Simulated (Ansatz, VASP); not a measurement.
# Co in VASP and in Ansatz

```
CELL_PARAMETERS angstrom
0.00000 1.73666 1.73666
1.73666 0.00000 1.73666
1.73666 1.73666 0.00000
ATOMIC_POSITIONS crystal
Co 0.00000 0.00000 0.00000
```

Alike in both runs: functional PBEsol; k mesh 8 × 8 × 8; occupations gaussian, width 0.1 eV; collinear spin.

Ansatz relaxed the structure, and its values are those at the end. VASP's run is a single point on that final structure, the one shown.

```csv
,VASP,Ansatz
version,VASP 6.6.1,Ansatz 0.2.0
potentials or method,"VASP PAW PBE potentials, release 64 (Co)","scalar-relativistic, plane waves, PAW"
plane-wave cutoff (eV),520,420
valence electrons in the cell,9,17
```

|  | VASP | Ansatz | Ansatz less VASP |
| --- | --- | --- | --- |
| gap on the k mesh at the Fermi level (eV) | none | none | - |
| pressure (GPa) | -0.6 | 0.2 | +0.80 |
| net moment per atom (μB) | 1.70 | 1.70 | +0.001 |
| size of the moment on the site where the two differ most (μB) | 1.70 | 1.75 | +0.050 |

Site moments also hang on the region over which each program counts them. A gap of «none» marks a metal or a gap that the smearing closes. The two sets of potentials don't hold the same shells in valence.

Caveats: the k mesh is coarse (spacing up to 0.39 Å⁻¹), so the values aren't converged; the PAW data sets were made with another functional, which shifts forces and pressure a little (VASP).
